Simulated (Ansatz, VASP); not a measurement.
HBr in VASP and in Ansatz

Contents of INCAR:

```
ALGO = Normal ; EDIFF = 1E-7
ENCUT = 520 ; GGA = PS
ISIF = 2 ; ISMEAR = 0
LASPH = True ; LCHARG = True
LELF = True ; LREAL = False
LVHAR = True ; LWAVE = False
NBANDS = 16 ; NELM = 80
PREC = Accurate ; SIGMA = 0.02
```

Contents of KPOINTS:

```
k-points
0
Gamma
  6 6 8
```

Contents of POSCAR:

```
HBr
1.0
    5.4459128156      0.0000000000      0.0000000000
    0.0000000000      5.4459128156      0.0000000000
    0.0000000000      0.0000000000      3.3924373221
H Br
2 2
Direct
    0.0000000000      0.0000000000      0.0000000000
    0.5000000000      0.5000000000      0.5000000000
    0.0000000000      0.0000000000      0.5000000000
    0.5000000000      0.5000000000      0.0000000000
```

Input for Ansatz:

```yaml
crystal:
  lattice:
    - [5.4459128156, 0.0, 0.0]
    - [0.0, 5.4459128156, 0.0]
    - [0.0, 0.0, 3.3924373221]
  atoms:
    - { symbol: H, position: [0.0, 0.0, 0.0] }
    - { symbol: H, position: [0.5, 0.5, 0.5] }
    - { symbol: Br, position: [0.0, 0.0, 0.5] }
    - { symbol: Br, position: [0.5, 0.5, 0.0] }
basis:
  ecutwfc: 420
kpoints:
  mp_grid: { grid: [6, 6, 8] }
hamiltonian:
  xc: pbesol
scf:
  occupations: { method: gaussian, width: 0.02 }
output:
  forces: true
  stress: true
  eigenvalues: true
```

Change from the starting cell: strain along c alone, the other axes held, atoms relaxed: +1.5 %.

Alike in both runs: task single point; functional PBEsol; k mesh 6 × 6 × 8; occupations gaussian, width 0.02 eV; no spin polarisation.

```csv
,VASP,Ansatz
version,VASP 6.6.1,Ansatz 0.2.0
potentials or method,"VASP PAW PBE potentials, release 64 (H, Br)","scalar-relativistic, plane waves, PAW"
plane-wave cutoff (eV),520,420
valence electrons in the cell,16,16
```

Ansatz gave:

```
gap on the k mesh at the Fermi level (eV)       : 1.26
least direct gap on the mesh (eV)               : 1.53
pressure (GPa)                                  : -1.0
largest component of the traceless stress (GPa) : 1.93
```

**Question.** Which values does VASP return?

**Answer.** gap on the k mesh at the Fermi level (eV): 1.26; least direct gap on the mesh (eV): 1.52; pressure (GPa): -1.0; largest component of the traceless stress (GPa): 1.89.

The functional is the same, so the differences come from potentials, cutoffs and numerics.

Caveats: the PAW data sets were made with another functional, which shifts forces and pressure a little (VASP). A k mesh can miss the band edges.
